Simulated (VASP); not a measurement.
The system is MgF2.

```
Mg F
1.0
     4.61901    0.00000    0.00000
     0.00000    4.62678    0.00000
     0.00000    0.00000    3.05162
Mg F
2 4
Cartesian
  2.3095 2.3134 1.5258
  0.0000 0.0000 0.0000
  3.7091 0.9102 1.5258
  0.9099 3.7166 1.5258
  1.3996 1.4032 0.0000
  3.2194 3.2236 0.0000
```

The cell comes from a database or a generator and needn't be the stable form of this composition.

Base run:

* Program: VASP 6.6.1
* Functional: r2SCAN
* Potentials or basis: VASP PAW PBE potentials, release 64 (Mg, F)
* Cutoff: 520 eV
* k mesh: 6 × 6 × 8
* Occupations: gaussian, width 0.02 eV
* Spin: no spin polarisation

Its results: band gap on the k mesh 8.01 eV, direct.

Q: The run is repeated on the same cell with these changes: functional from r2SCAN to TB-mBJ. What comes out?

A: Band gap on the k mesh 10.86 eV, direct.
